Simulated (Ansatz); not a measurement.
The system is Sn.

```
CELL_PARAMETERS angstrom
-1.72654 1.77555 2.33834
1.72654 -1.77555 2.33834
1.72654 1.77555 -2.33834
ATOMIC_POSITIONS crystal
Sn 0.00000 0.00000 0.00000
```

This isn't the form of Sn at room conditions, which is tetragonal (white tin).

| Quantity | Value |
| --- | --- |
| Program | Ansatz 0.2.0 |
| Task | relaxation of cell and atoms |
| Functional | BLYP |
| Dispersion | D4 |
| Potentials or basis | Ansatz PAW |
| Cutoff | 420 eV (not typed: the program's choice for these potentials) |
| k mesh | 11 × 11 × 11 |
| Occupations | fermi-dirac, width 0.05 eV |
| Spin | no spin polarisation |

At the start: volume 28.67 Å³/atom.

Problem. Where does the relaxation end?

Solution. It ends after 7 steps and the volume is 28.14 Å³/atom (-1.9 %); space group I4/mmm (No. 139, to 0.05 Å).

Step by step:
```
step  energy change (eV)  largest force (eV/Å)  volume (Å³)
   1              0.0000                0.0000        28.67
   2             -0.0041                0.0000        28.13
   3             -0.0048                0.0000        28.07
   4             -0.0049                0.0000        28.11
   5             -0.0049                0.0000        28.14
   6             -0.0049                0.0000        28.14
   7             -0.0049                0.0000        28.14
```

Final structure:
```
CELL_PARAMETERS angstrom
-1.72272 1.72300 2.37022
1.72272 -1.72300 2.37022
1.72272 1.72300 -2.37022
ATOMIC_POSITIONS crystal
Sn 0.00000 0.00000 0.00000
```

Caveat: the plane-wave basis is chosen anew once the cell has moved, so the energies of steps on either side of that aren't comparable; pairwise dispersion overbinds metals, which lowers pressure and volume; the PAW data sets come from PBE, with cores solved anew for the run's functional, which leaves a small shift of forces and pressure.
